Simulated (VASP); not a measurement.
**NiO: single point with LDA+U**

NiO:

```
Ni O
1.0
     2.78306    0.00000    0.00000
    -1.39153    2.41020    0.00000
     0.00000    0.00000    2.71613
Ni O
1 1
Direct
  0.00000 0.00000 0.00000
  0.66667 0.33333 0.50000
```

Measurements of this composition are mostly on another form, of space group No. 225.

```
Program                : VASP 6.6.1
Task                   : single point
Functional             : LDA
Potentials or basis    : VASP PAW LDA potentials, release 64 (Ni, O)
Cutoff                 : 520 eV
k mesh                 : 8 × 8 × 7
Occupations            : gaussian, width 0.05 eV
Spin                   : collinear spin, zero start
Starting moments       : [0.0, 0.0] μB
Hubbard terms          : Ni d U = 4 eV
Further INCAR settings : ALGO = Fast; EDIFF = 1e-07; NBANDS = 19
```

```
Pressure                                              : -25.6 GPa
Band gap on the k mesh                                : none (metal or under the smearing width)
Net moment                                            : 0.00 μB per cell
Valence electrons inside the program's atomic spheres : Ni 9.20; O 4.85
```

Stress tensor (GPa, compression positive):
```
-22.53   0.00   0.00
  0.00 -22.53   0.00
  0.00   0.00 -31.76
```

Levels at points of the mesh, in eV from the Fermi level:
Spin up:
```tsv
k point	band 4	band 5	band 6	band 7	band 8	band 9	band 10	band 11	band 12	band 13
(0.00, 0.00, 0.00)	-3.72	-3.07	-0.94	-0.94	-0.01	-0.01	2.00	15.12	17.54	17.54
(0.50, 0.00, 0.00)	-3.32	-3.28	-1.10	-1.08	-0.88	0.81	6.78	9.82	15.52	18.51
```
Spin down:
```tsv
k point	band 6	band 7	band 8	band 9	band 10	band 11
(0.00, 0.00, 0.00)	-0.94	-0.94	-0.01	-0.01	2.00	15.12
(0.50, 0.00, 0.00)	-1.10	-1.08	-0.88	0.81	6.78	9.82
```

Eigenvalues of the final occupation matrices:
| site | spin | trace | eigenvalues |
| --- | --- | --- | --- |
| site 1 d | 1 | 4.26 | 0.72 0.72 0.93 0.93 0.97 |
| site 1 d | 2 | 4.26 | 0.72 0.72 0.93 0.93 0.97 |

Wall time 26 s on 1 thread of Intel(R) Xeon(R) Platinum 8488C (Sapphire Rapids) (shared host), peak memory 0.13 GiB.
